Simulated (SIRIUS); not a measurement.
**FeO under changes of volume**

One of the cells (9.093 Å³/atom); the others are scaled copies at fixed shape and fractional positions:

```
CELL_PARAMETERS angstrom
2.62977 0.00000 0.00000
0.00000 2.62977 0.00000
0.00000 0.00000 2.62977
ATOMIC_POSITIONS crystal
Fe 0.00000 0.00000 0.00000
O 0.50000 0.50000 0.50000
```

The cell comes from a database or a generator and needn't be the stable form of this composition.

```yaml
Program: SIRIUS 7.12.0
Functional: PBE
Potentials_or_basis: all-electron FP-LAPW
Cutoff: 283 eV
Basis: apw+lo standard
k_mesh: 10 × 10 × 10
Occupations: fermi-dirac, width 0.05 eV
Spin: collinear spin, ferromagnetic start
Starting_moments: "[3.0, 0.0] μB"
```

| volume (Å³/atom) | energy over the lowest point (meV/atom) | moment (μB per cell) |
| --- | --- | --- |
| 8.380 | ? | ? |
| 8.558 | 42.31 | 3.99 |
| 8.737 | 23.34 | 3.99 |
| 9.093 | 2.94 | 4.00 |
| 9.272 | 0.00 | 4.00 |
| 9.450 | 1.41 | 4.00 |

What does the run at 8.380 Å³/atom give?

Energy over the lowest point 67.55 meV/atom; moment 3.97 μB per cell.

Worked out: A Birch-Murnaghan fit of order 3 (a polynomial in V^(-2/3)) to the other rows has its minimum at 9.30 Å³/atom with B0 = V·E''(V) = 194 GPa and B' = 5.0. It gives 67.85 meV/atom at 8.380 Å³/atom, against the run's 67.55. A straight line through the other rows of the moment, of slope 0.0137 μB per Å³/atom, extrapolates to 3.99 μB, against the run's 3.97.

Energies are extrapolated to zero smearing.

Caveats: a cell with one magnetic atom can't hold antiferromagnetic order, which such compounds often take.
